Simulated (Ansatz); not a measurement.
Crystal: ZrO2.

```
Zr O
1.0
     3.59610    0.00000    0.00000
     0.00000    3.59610    0.00000
     0.00000    0.00000    5.17700
Zr O
2 4
Direct
  0.50000 0.50000 0.50000
  0.00000 0.00000 0.00000
  0.50000 0.00000 0.79700
  0.50000 0.00000 0.29700
  0.00000 0.50000 0.70300
  0.00000 0.50000 0.20300
```

Base run:

- Program: Ansatz 0.2.0
- Functional: BLYP
- Potentials or basis: Ansatz PAW
- Cutoff: 420 eV (not typed: the program's choice for these potentials)
- k mesh: 7 × 7 × 5
- Occupations: fermi-dirac, width 0.05 eV
- Spin: no spin polarisation

Its results: band gap on the k mesh 4.06 eV, indirect (least direct gap 4.17 eV); pressure 12.2 GPa; largest force 0.003 eV/Å.

Task: After a change of settings the same cell gave: band gap on the k mesh 4.06 eV, indirect (least direct gap 4.17 eV); pressure 9.9 GPa; largest force 0.042 eV/Å. Which change was it?
A. functional from BLYP to revPBE
B. functional from BLYP to RPBE
C. functional from BLYP to r2SCAN; cutoff from 420 eV (not typed: the program's choice for these potentials) to 500 eV (not typed: the program's choice for these potentials)

Result: B.

Caveats: the PAW data sets come from PBE, with cores solved anew for the run's functional, which leaves a small shift of forces and pressure.

Runs at the PBE level aren't shown here.
